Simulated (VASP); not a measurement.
# ScAl4 (Pm-3m) in VASP: further runs

One crystal, ScAl4, is run at these levels: PBE; tasks: single point, relaxation of cell and atoms.

All numbers are computed with VASP 6.6.1; they aren't measurements. Logs are shortened: lines on timing, memory, paths and dates and some standing lists are left out, and cuts for length are marked.

**1. The cell of the first run**

It takes space group Pm-3m (No. 221, cubic). Conventional cell: a = 5.285 Å, b = 5.285 Å, c = 5.285 Å, α = 90.00°, β = 90.00°, γ = 90.00°. Sc (site symmetry m-3m) has 6 Al at 2.64 Å as nearest neighbours. Al (site symmetry m-3m) has 12 Al at 3.74 Å as nearest neighbours. Around Al (site symmetry 4/mmm) lie 2 Sc at 2.64 Å.

The cell was built by a generator and needn't be a form met in nature.

**2. Single point, PBE (random cell by space group and Wyckoff sites (Pm-3m, No. 221))**

Contents of INCAR:

```
ALGO = Normal
EDIFF = 1E-6
ENCUT = 520
GGA = PE
ISIF = 2
ISMEAR = 0
LASPH = True
LCHARG = False
LREAL = False
LWAVE = False
NBANDS = 20
NELM = 80
PREC = Accurate
SIGMA = 0.1
```

Contents of KPOINTS:

```
k-points
0
Gamma
  8 8 8
```

Contents of POSCAR:

```
ScAl4
1.0
    5.2848519649      0.0000000000      0.0000000000
    0.0000000000      5.2848519649      0.0000000000
    0.0000000000      0.0000000000      5.2848519649
Sc Al
1 4
Direct
    0.5000000000      0.5000000000      0.5000000000
    0.0000000000      0.0000000000      0.0000000000
    0.0000000000      0.5000000000      0.5000000000
    0.5000000000      0.0000000000      0.5000000000
    0.5000000000      0.5000000000      0.0000000000
```

Potentials or basis: VASP PAW PBE potentials, release 64 (Sc_sv, Al).

Started as:

```console
$ cat potpaw_PBE.64/Sc_sv/POTCAR potpaw_PBE.64/Al/POTCAR > POTCAR
$ mpirun -np 1 vasp_std > vasp.out
```

OUTCAR:

```text
EDIFF = 1E-6
   ENCUT = 520
   GGA = PE
   ISIF = 2
   ISMEAR = 0
   LASPH = True
   LREAL = False
   NELM = 80
   PREC = Accurate

 ion  position               nearest neighbor table
   1  0.500  0.500  0.500-   3 2.64   4 2.64   5 2.64   5 2.64   4 2.64   3 2.64
   2  0.000  0.000  0.000-
   3  0.000  0.500  0.500-   1 2.64   1 2.64
   4  0.500  0.000  0.500-   1 2.64   1 2.64
   5  0.500  0.500  0.000-   1 2.64   1 2.64

  LATTYP: Found a simple cubic cell.
 ALAT       =     5.2848519649

  Lattice vectors:

 A1 = (   5.2848519649,   0.0000000000,   0.0000000000)
 A2 = (   0.0000000000,   5.2848519649,   0.0000000000)
 A3 = (   0.0000000000,   0.0000000000,   5.2848519649)

Analysis of symmetry for initial positions (statically):
=====================================================================
 Subroutine PRICEL returns:
 Original cell was already a primitive cell.

 Routine SETGRP: Setting up the symmetry group for a
 simple cubic supercell.

 Subroutine GETGRP returns: Found 48 space group operations
 (whereof 48 operations were pure point group operations)
 out of a pool of 48 trial point group operations.

The static configuration has the point symmetry O_h .

Analysis of symmetry for dynamics (positions and initial velocities):
=====================================================================
 Subroutine PRICEL returns:
 Original cell was already a primitive cell.

 Routine SETGRP: Setting up the symmetry group for a
 simple cubic supercell.

 Subroutine GETGRP returns: Found 48 space group operations
 (whereof 48 operations were pure point group operations)
 out of a pool of 48 trial point group operations.

The dynamic configuration has the point symmetry O_h .

 Subroutine INISYM returns: Found 48 space group operations
 (whereof 48 operations are pure point group operations),
 and found     1 'primitive' translations

----------------------------------------------------------------------------------------

                                     Primitive cell

  volume of cell :     147.6041

  direct lattice vectors                    reciprocal lattice vectors
     5.284851965  0.000000000  0.000000000     0.189220059  0.000000000  0.000000000
     0.000000000  5.284851965  0.000000000     0.000000000  0.189220059  0.000000000
     0.000000000  0.000000000  5.284851965     0.000000000  0.000000000  0.189220059

  length of vectors
     5.284851965  5.284851965  5.284851965     0.189220059  0.189220059  0.189220059

  position of ions in fractional coordinates (direct lattice)
     0.500000000  0.500000000  0.500000000
     0.000000000  0.000000000  0.000000000
     0.000000000  0.500000000  0.500000000
     0.500000000  0.000000000  0.500000000
     0.500000000  0.500000000  0.000000000

  ion indices of the primitive-cell ions
   primitive index   ion index
                 1           1
                 2           2
                 3           3
                 4           4
                 5           5

----------------------------------------------------------------------------------------

 KPOINTS: k-points

Automatic generation of k-mesh.
 Grid dimensions read from file:
 generate k-points for:    8    8    8

 Generating k-lattice:

  Cartesian coordinates                     Fractional coordinates (reciprocal lattice)
     0.023652507  0.000000000  0.000000000     0.125000000  0.000000000  0.000000000
     0.000000000  0.023652507  0.000000000     0.000000000  0.125000000  0.000000000
     0.000000000  0.000000000  0.023652507     0.000000000  0.000000000  0.125000000

  Length of vectors
     0.023652507  0.023652507  0.023652507

  Shift w.r.t. Gamma in fractional coordinates (k-lattice)
     0.000000000  0.000000000  0.000000000

 Subroutine IBZKPT returns following result:
 ===========================================

 Found     35 irreducible k-points:

 Following reciprocal coordinates:
            Coordinates               Weight
  0.000000  0.000000  0.000000      1.000000
  0.125000  0.000000  0.000000      6.000000
  0.250000  0.000000  0.000000      6.000000
  0.375000  0.000000  0.000000      6.000000
  0.500000  0.000000  0.000000      3.000000
  0.125000  0.125000  0.000000     12.000000
[... 16 lines left out ...]
  0.375000  0.375000  0.125000     24.000000
  0.500000  0.375000  0.125000     24.000000
 [... further k-points ...]
   k-points           NKPTS =     35   k-points in BZ     NKDIM =     35   number of bands    NBANDS=     20
   number of dos      NEDOS =    301   number of ions     NIONS =      5
   total plane-waves  NPLWV =  64000
   dimension x,y,z NGX =    40 NGY =   40 NGZ =   40
   dimension x,y,z NGXF=    80 NGYF=   80 NGZF=   80
   ions per type =               1   4
   NGX,Y,Z   is equivalent  to a cutoff of  12.58, 12.58, 12.58 a.u.
   NGXF,Y,Z  is equivalent  to a cutoff of  25.17, 25.17, 25.17 a.u.
 SYSTEM =  unknown system
   PREC   = accura    normal or accurate (medium, high low for compatibility)
   ISTART =      0    job   : 0-new  1-cont  2-samecut
   ICHARG =      2    charge: 1-file 2-atom 10-const
   ISPIN  =      1    spin polarized calculation?
   LNONCOLLINEAR =      F non collinear calculations
   LSORBIT =      F    spin-orbit coupling
   LASPH  =      T    aspherical Exc in radial PAW
   ENCUT  =  520.0 eV  38.22 Ry    6.18 a.u.   9.83  9.83  9.83*2*pi/ulx,y,z
   NELM   =     80;   NELMIN=  2; NELMDL= -5     # of ELM steps
   EDIFF  = 0.1E-05   stopping-criterion for ELM
   LREAL  =      F    real-space projection
   EDIFFG = 0.1E-04   stopping-criterion for IOM
   NSW    =      0    number of steps for IOM
   IBRION =     -1    ionic relax: 0-MD 1-quasi-New 2-CG
   NFREE  =      0    steps in history (QN), initial steepest desc. (CG)
   ISIF   =      2    stress and relaxation
   ISYM   =      2    0-nonsym 1-usesym 2-fastsym
   POTIM  = 0.5000    time-step for ionic-motion
   TEBEG  =    0.0;   TEEND  =   0.0 temperature during run
   PSTRESS=    0.0 pullay stress
   NELECT =      23.0000    total number of electrons
   NUPDOWN=      -1.0000    fix difference up-down
   EMIN   =  10.00;   EMAX   =-10.00  energy-range for DOS
   EFERMI =   0.00;   METHOD = LEGACY
   ISMEAR =     0;   SIGMA  =   0.10  broadening in eV -4-tet -1-fermi 0-gaus
   EFERMI_NEDOS =   21; number of points for ismear=-14 and -15
   IALGO  =     38    algorithm
   IMIX   =      4    mixing-type and parameters
     AMIX     =   0.40;   BMIX     =  1.00
     AMIX_MAG =   1.60;   BMIX_MAG =  1.00
  volume/ion in A,a.u.               =      29.52       199.22
  Fermi-wavevector in a.u.,A,eV,Ry     =   0.880950  1.664754 10.559114  0.776073
  Thomas-Fermi vector in A             =   2.001380
   LORBIT       =      0    0 simple, 1 ext, 2 COOP (PROOUT), +10 PAW based schemes
   GGA     = PE    functional components
   LHFCALC =     F    Hartree Fock is set to
   AEXX    =    0.0000 exact exchange contribution
   IVDW    =     0    specifies the selected vdW correction
   LEPSILON=     F    determine dielectric tensor
   LRPA    =     F    only Hartree local field effects (RPA)
 non-spin polarized calculation
 Gauss-broadening in eV      SIGMA  =   0.10
  energy-cutoff  :      520.00
  volume of cell :      147.60
 maximum number of plane-waves:      4012
 NGX is ok and might be reduce to    40
   NGX = 19   NGY = 19   NGZ = 19

 number of electron      23.0000005 magnetization

 Free energy of the ion-electron system (eV)
  ---------------------------------------------------
  ext. energy  EPLUGINS =         0.00000000
  ---------------------------------------------------
  free energy    TOTEN  =       -16.00979946 eV

  energy without entropy =      -15.97700955  energy(sigma->0) =      -15.99340451

 E-fermi :   2.5900     XC(G=0):  -8.2491

 val. band max:        2.5837131209   @ k =   0.5000   0.3750   0.0000
 cond. band min:       2.6325797561   @ k =   0.3750   0.1250   0.1250
 fundamental gap:      0.0488666352
 Fermi energy:         2.5899546764

 k-point     1 :       0.0000    0.0000    0.0000
  band No.  band energies     occupation
      1     -46.2031      2.00000
      2     -24.9396      2.00000
      3     -24.9396      2.00000
      4     -24.9396      2.00000
      5      -4.3023      2.00000
      6      -0.6162      2.00000
[... 12 lines left out ...]
     19       5.6745      0.00000
     20       5.6748      0.00000

 k-point     2 :       0.1250    0.0000    0.0000
  band No.  band energies     occupation
      1     -46.2031      2.00000
      2     -24.9401      2.00000
      3     -24.9396      2.00000
      4     -24.9396      2.00000
      5      -4.2202      2.00000
      6      -0.8683      2.00000
[... 12 lines left out ...]
     19       5.8268      0.00000
     20       5.8269      0.00000

 k-point     3 :       0.2500    0.0000    0.0000
  band No.  band energies     occupation
      1     -46.2030      2.00000
      2     -24.9413      2.00000
      3     -24.9396      2.00000
      4     -24.9396      2.00000
      5      -3.9777      2.00000
      6      -1.5512      2.00000
[... 12 lines left out ...]
     19       6.0768      0.00000
     20       6.1339      0.00000

 k-point     4 :       0.3750    0.0000    0.0000
  band No.  band energies     occupation
      1     -46.2030      2.00000
      2     -24.9425      2.00000
      3     -24.9396      2.00000
      4     -24.9396      2.00000
      5      -3.5908      2.00000
      6      -2.2862      2.00000
[... 12 lines left out ...]
     19       6.1029      0.00000
     20       6.3898      0.00000

 k-point     5 :       0.5000    0.0000    0.0000
  band No.  band energies     occupation
      1     -46.2030      2.00000
      2     -24.9430      2.00000
      3     -24.9396      2.00000
      4     -24.9396      2.00000
      5      -3.2248      2.00000
      6      -2.7759      2.00000
[... 12 lines left out ...]
     19       6.0487      0.00000
     20       6.3598      0.00000

 k-point     6 :       0.1250    0.1250    0.0000
  band No.  band energies     occupation
      1     -46.2031      2.00000
      2     -24.9401      2.00000
      3     -24.9401      2.00000
      4     -24.9396      2.00000
      5      -4.1382      2.00000
      6      -0.8665      2.00000
[... 12 lines left out ...]
     19       5.4653      0.00000
     20       5.9535      0.00000

 k-point     7 :       0.2500    0.1250    0.0000
  band No.  band energies     occupation
      1     -46.2030      2.00000
      2     -24.9413      2.00000
      3     -24.9401      2.00000
      4     -24.9396      2.00000
      5      -3.8958      2.00000
      6      -1.4836      2.00000
[... 12 lines left out ...]
     19       5.7618      0.00000
     20       6.2192      0.00000
[... 277 lines left out ...]
 k-point    20 :       0.2500    0.2500    0.1250
  band No.  band energies     occupation
      1     -46.2030      2.00000
      2     -24.9413      2.00000
      3     -24.9413      2.00000
      4     -24.9401      2.00000
      5      -3.5724      2.00000
      6      -1.2391      2.00000
[... 12 lines left out ...]
     19       5.8595      0.00000
     20       6.3230      0.00000

 k-point    21 :       0.3750    0.2500    0.1250
  band No.  band energies     occupation
      1     -46.2029      2.00000
      2     -24.9425      2.00000
      3     -24.9413      2.00000
      4     -24.9401      2.00000
      5      -3.1866      2.00000
      6      -1.9256      2.00000
[... 12 lines left out ...]
     19       6.2699      0.00000
     20       6.4160      0.00000

 k-point    22 :       0.5000    0.2500    0.1250
  band No.  band energies     occupation
      1     -46.2029      2.00000
      2     -24.9430      2.00000
      3     -24.9413      2.00000
      4     -24.9401      2.00000
      5      -2.8121      2.00000
      6      -2.4148      2.00000
[... 12 lines left out ...]
     19       6.2759      0.00000
     20       6.5670      0.00000

 k-point    23 :       0.3750    0.3750    0.1250
  band No.  band energies     occupation
      1     -46.2029      2.00000
      2     -24.9425      2.00000
      3     -24.9425      2.00000
      4     -24.9401      2.00000
      5      -2.8041      2.00000
      6      -1.6363      2.00000
[... 12 lines left out ...]
     19       6.6771      0.00000
     20       6.7494      0.00000

 k-point    24 :       0.5000    0.3750    0.1250
  band No.  band energies     occupation
      1     -46.2029      2.00000
      2     -24.9430      2.00000
      3     -24.9425      2.00000
      4     -24.9401      2.00000
      5      -2.4325      2.00000
      6      -2.0611      2.00000
[... 12 lines left out ...]
     19       6.6580      0.00000
     20       6.9021      0.00000

 [... further k-points ...]

------------------------ aborting loop because EDIFF is reached ----------------------------------------

  FORCE on cell =-STRESS in cart. coord.  units (eV):
  Direction    XX          YY          ZZ          XY          YZ          ZX
  --------------------------------------------------------------------------------------
  -------------------------------------------------------------------------------------
  Total        0.0021654      0.0021654      0.0021654      0.0000000      0.0000000      0.0000000
  in kB        0.0235050      0.0235050      0.0235050      0.0000000      0.0000000      0.0000000
  external PRESSURE =       0.0235050 kB  Pullay stress =       0.0000000 kB

 VOLUME and BASIS-vectors are now :
 -----------------------------------------------------------------------------
  energy-cutoff  :      520.00
  volume of cell :      147.60
      direct lattice vectors                 reciprocal lattice vectors
     5.284851965  0.000000000  0.000000000     0.189220059  0.000000000  0.000000000
     0.000000000  5.284851965  0.000000000     0.000000000  0.189220059  0.000000000
     0.000000000  0.000000000  5.284851965     0.000000000  0.000000000  0.189220059

 POSITION                                       TOTAL-FORCE (eV/Angst)
 -----------------------------------------------------------------------------------
      2.64243      2.64243      2.64243         0.000000      0.000000      0.000000
      0.00000      0.00000      0.00000         0.000000      0.000000      0.000000
      0.00000      2.64243      2.64243         0.000000      0.000000      0.000000
      2.64243      0.00000      2.64243         0.000000      0.000000      0.000000
      2.64243      2.64243      0.00000         0.000000      0.000000      0.000000
 -----------------------------------------------------------------------------------
    total drift:                               -0.000000      0.000000     -0.000000

  FREE ENERGIE OF THE ION-ELECTRON SYSTEM (eV)
  ---------------------------------------------------
  free  energy   TOTEN  =       -16.0097994614 eV

  energy  without entropy=      -15.9770095527  energy(sigma->0) =      -15.99340451
```

It took 64 s on 1 thread of Intel Xeon Platinum 8488C (Sapphire Rapids), shared host; peak memory 0.29 GiB.

What came out:

```
Free energy            : -16.0098 eV
Pressure               : 0.0 GPa
Band gap on the k mesh : none (metal or under the smearing width)
```

(Part 1 of 2 ends here.)
